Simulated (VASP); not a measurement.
# Zn (Im-3m) in VASP: a series of runs

Runs on Zn. Level: LDA. Tasks: single point.

Program: VASP 6.6.1. These are calculated values, not measurements. Logs are shortened: lines on timing, memory, paths and dates and some standing lists are left out, and cuts for length are marked.

## Step 1: The crystal as given

It takes space group Im-3m (No. 229, cubic). The conventional cell has a = 3.138 Å, b = 3.138 Å, c = 3.138 Å, α = 90.00°, β = 90.00°, γ = 90.00°. Around Zn (site symmetry m-3m) lie 8 Zn at 2.72 Å.

This isn't the form of Zn at room conditions, which is hcp.

## Step 2: Single point, LDA

Contents of INCAR:

```
SYSTEM = Zn
PREC = Accurate
ENCUT = 460
EDIFF = 1E-7
ISMEAR = -1
SIGMA = 0.15
LREAL = .False.
LASPH = .True.
NELM = 100
ALGO = Normal
ISIF = 2
LWAVE = .False.
LCHARG = .False.
NBANDS = 12
ADDGRID = .False.
```

Contents of KPOINTS:

```
Automatic mesh
0
Gamma
  18 18 18
  0 0 0
```

Contents of POSCAR:

```
Zn
1.0
   -1.5690370000      1.5690370000      1.5690370000
    1.5690370000     -1.5690370000      1.5690370000
    1.5690370000      1.5690370000     -1.5690370000
Zn
1
Direct
    0.0000000000      0.0000000000      0.0000000000
```

Potentials or basis: VASP PAW LDA potentials, release 64 (Zn).

Run with:

```console
$ cat potpaw_LDA.64/Zn/POTCAR > POTCAR
$ mpirun -np 1 vasp_std > vasp.out
```

OUTCAR:

```text
SYSTEM = Zn
   PREC = Accurate
   ENCUT = 460
   EDIFF = 1E-7
   ISMEAR = -1
   LREAL = .False.
   LASPH = .True.
   NELM = 100
   ISIF = 2

 Found    195 irreducible k-points:

 Following reciprocal coordinates:
            Coordinates               Weight
  0.000000  0.000000  0.000000      1.000000
  0.055556  0.000000  0.000000     12.000000
  0.111111  0.000000  0.000000     12.000000
  0.166667  0.000000  0.000000     12.000000
  0.222222  0.000000  0.000000     12.000000
  0.277778  0.000000  0.000000     12.000000
   k-points           NKPTS =    195   k-points in BZ     NKDIM =    195   number of bands    NBANDS=     12
   number of dos      NEDOS =    301   number of ions     NIONS =      1
   total plane-waves  NPLWV =   8000
   dimension x,y,z NGX =    20 NGY =   20 NGZ =   20
   dimension x,y,z NGXF=    40 NGYF=   40 NGZF=   40
   ions per type =               1
   NGX,Y,Z   is equivalent  to a cutoff of  12.23, 12.23, 12.23 a.u.
   NGXF,Y,Z  is equivalent  to a cutoff of  24.47, 24.47, 24.47 a.u.
 SYSTEM =  Zn
   PREC   = accura    normal or accurate (medium, high low for compatibility)
   ISTART =      0    job   : 0-new  1-cont  2-samecut
   ICHARG =      2    charge: 1-file 2-atom 10-const
   ISPIN  =      1    spin polarized calculation?
   LNONCOLLINEAR =      F non collinear calculations
   LSORBIT =      F    spin-orbit coupling
   LASPH  =      T    aspherical Exc in radial PAW
   ENCUT  =  460.0 eV  33.81 Ry    5.81 a.u.   4.75  4.75  4.75*2*pi/ulx,y,z
   NELM   =    100;   NELMIN=  2; NELMDL= -5     # of ELM steps
   EDIFF  = 0.1E-06   stopping-criterion for ELM
   LREAL  =      F    real-space projection
   EDIFFG = 0.1E-05   stopping-criterion for IOM
   NSW    =      0    number of steps for IOM
   IBRION =     -1    ionic relax: 0-MD 1-quasi-New 2-CG
   NFREE  =      0    steps in history (QN), initial steepest desc. (CG)
   ISIF   =      2    stress and relaxation
   ISYM   =      2    0-nonsym 1-usesym 2-fastsym
   POTIM  = 0.5000    time-step for ionic-motion
   TEBEG  =    0.0;   TEEND  =   0.0 temperature during run
   PSTRESS=    0.0 pullay stress
   NELECT =      12.0000    total number of electrons
   NUPDOWN=      -1.0000    fix difference up-down
   EMIN   =  10.00;   EMAX   =-10.00  energy-range for DOS
   EFERMI =   0.00;   METHOD = LEGACY
   ISMEAR =    -1;   SIGMA  =   0.15  broadening in eV -4-tet -1-fermi 0-gaus
   EFERMI_NEDOS =   21; number of points for ismear=-14 and -15
   IALGO  =     38    algorithm
   IMIX   =      4    mixing-type and parameters
     AMIX     =   0.40;   BMIX     =  1.00
     AMIX_MAG =   1.60;   BMIX_MAG =  1.00
  volume/ion in A,a.u.               =      15.45       104.27
  Fermi-wavevector in a.u.,A,eV,Ry     =   1.504811  2.843681 30.809811  2.264457
  Thomas-Fermi vector in A             =   2.615742
   LORBIT       =      0    0 simple, 1 ext, 2 COOP (PROOUT), +10 PAW based schemes
   GGA     = CA    functional components
   LHFCALC =     F    Hartree Fock is set to
   AEXX    =    0.0000 exact exchange contribution
   IVDW    =     0    specifies the selected vdW correction
   LEPSILON=     F    determine dielectric tensor
   LRPA    =     F    only Hartree local field effects (RPA)
 non-spin polarized calculation
  energy-cutoff  :      460.00
  volume of cell :       15.45
 maximum number of plane-waves:       370
   NGX =  9   NGY =  9   NGZ =  9

 number of electron      12.0000023 magnetization

 Free energy of the ion-electron system (eV)
  ---------------------------------------------------
  ext. energy  EPLUGINS =         0.00000000
  ---------------------------------------------------
  free energy    TOTEN  =        -1.73933567 eV

  energy without entropy =       -1.71439217  energy(sigma->0) =       -1.72686392

 E-fermi :   2.8358     XC(G=0): -11.8162

 val. band max:        2.7676444567   @ k =   0.3333   0.2222   0.1111
 cond. band min:       2.8363886739   @ k =   0.5000   0.5000   0.2222
 fundamental gap:      0.0687442171
 Fermi energy:         2.8357866093

 k-point     1 :       0.0000    0.0000    0.0000
  band No.  band energies     occupation
      1      -7.4872      2.00000
      2      -4.9812      2.00000
      3      -4.9812      2.00000
      4      -4.9812      2.00000
      5      -4.4776      2.00000
      6      -4.4776      2.00000
      7      21.5746      0.00000
      8      21.5746      0.00000
      9      21.5746      0.00000
     10      23.6937      0.00000
     11      23.6937      0.00000
     12      23.6937      0.00000

 k-point     2 :       0.0556    0.0000    0.0000
  band No.  band energies     occupation
      1      -7.3898      2.00000
      2      -4.9902      2.00000
      3      -4.9789      2.00000
      4      -4.9581      2.00000
      5      -4.4862      2.00000
      6      -4.4770      2.00000
      7      20.2530      0.00000
      8      20.8580      0.00000
      9      21.1908      0.00000
     10      22.6317      0.00000
     11      22.8673      0.00000
     12      23.4215      0.00000

 k-point     3 :       0.1111    0.0000    0.0000
  band No.  band energies     occupation
      1      -7.1021      2.00000
      2      -5.0163      2.00000
      3      -4.9707      2.00000
      4      -4.8913      2.00000
      5      -4.5081      2.00000
      6      -4.4754      2.00000
      7      17.5882      0.00000
      8      19.5473      0.00000
      9      20.2090      0.00000
     10      21.7645      0.00000
     11      21.8994      0.00000
     12      23.4747      0.00000

 k-point     4 :       0.1667    0.0000    0.0000
  band No.  band energies     occupation
      1      -6.6442      2.00000
      2      -5.0562      2.00000
      3      -4.9443      2.00000
      4      -4.7869      2.00000
      5      -4.5319      2.00000
      6      -4.4724      2.00000
      7      14.8164      0.00000
      8      18.2196      0.00000
      9      19.0846      0.00000
     10      20.7920      0.00000
     11      21.2753      0.00000
     12      23.9274      0.00000

 k-point     5 :       0.2222    0.0000    0.0000
  band No.  band energies     occupation
      1      -6.0929      2.00000
      2      -5.1049      2.00000
      3      -4.8306      2.00000
      4      -4.6554      2.00000
      5      -4.5454      2.00000
      6      -4.4682      2.00000
      7      12.1393      0.00000
      8      17.0094      0.00000
      9      18.0409      0.00000
     10      19.9778      0.00000
     11      20.7374      0.00000
     12      24.6477      0.00000

 k-point     6 :       0.2778    0.0000    0.0000
  band No.  band energies     occupation
      1      -5.6910      2.00000
      2      -5.1566      2.00000
      3      -4.5495      2.00000
      4      -4.5111      2.00000
      5      -4.4628      2.00000
      6      -4.3813      2.00000
      7       9.6020      0.00000
      8      15.9658      0.00000
      9      17.1480      0.00000
     10      19.3217      0.00000
     11      20.3021      0.00000
     12      25.5887      0.00000

 [... further k-points ...]

------------------------ aborting loop because EDIFF is reached ----------------------------------------

  FORCE on cell =-STRESS in cart. coord.  units (eV):
  Direction    XX          YY          ZZ          XY          YZ          ZX
  --------------------------------------------------------------------------------------
  -------------------------------------------------------------------------------------
  Total       -0.7725582     -0.7725582     -0.7725582     -0.0000000      0.0000000     -0.0000000
  in kB      -80.1091745    -80.1091745    -80.1091745     -0.0000000      0.0000000     -0.0000000
  external PRESSURE =     -80.1091745 kB  Pullay stress =       0.0000000 kB

 VOLUME and BASIS-vectors are now :
 -----------------------------------------------------------------------------
  energy-cutoff  :      460.00
  volume of cell :       15.45
      direct lattice vectors                 reciprocal lattice vectors
    -1.569037000  1.569037000  1.569037000     0.000000000  0.318666800  0.318666800
     1.569037000 -1.569037000  1.569037000     0.318666800  0.000000000  0.318666800
     1.569037000  1.569037000 -1.569037000     0.318666800  0.318666800  0.000000000

 POSITION                                       TOTAL-FORCE (eV/Angst)
 -----------------------------------------------------------------------------------
      0.00000      0.00000      0.00000        -0.000000     -0.000000     -0.000000
 -----------------------------------------------------------------------------------
    total drift:                                0.000000     -0.000000      0.000000

  FREE ENERGIE OF THE ION-ELECTRON SYSTEM (eV)
  ---------------------------------------------------
  free  energy   TOTEN  =        -1.7393356662 eV

  energy  without entropy=       -1.7143921675  energy(sigma->0) =       -1.72686392
```

Wall time 13 s (1 thread of Intel Xeon Platinum 8488C (Sapphire Rapids), shared host); peak memory 0.13 GiB.

These settings aren't checked as converged: the numbers below hold their error.

Results:

```
Free energy            : -1.7393 eV
Pressure               : -8.0 GPa
Band gap on the k mesh : none (metal or under the smearing width)
```

## Step 3: Single point, LDA

INCAR, as its differences from that of step 2:

```diff
@@ -2,3 +2,3 @@
 PREC = Accurate
-ENCUT = 460
+ENCUT = 520
 EDIFF = 1E-7
```

KPOINTS is that of step 2.

POSCAR is that of step 2.

Potentials or basis: VASP PAW LDA potentials, release 64 (Zn).

Run with:

```console
$ cat potpaw_LDA.64/Zn/POTCAR > POTCAR
$ mpirun -np 1 vasp_std > vasp.out
```

Wall time 14 s (1 thread of Intel Xeon Platinum 8488C (Sapphire Rapids), shared host); peak memory 0.14 GiB.

These settings aren't checked as converged: the numbers below hold their error.

What came out:

```
Free energy            : -1.7395 eV
Pressure               : -7.9 GPa
Band gap on the k mesh : none (metal or under the smearing width)
```
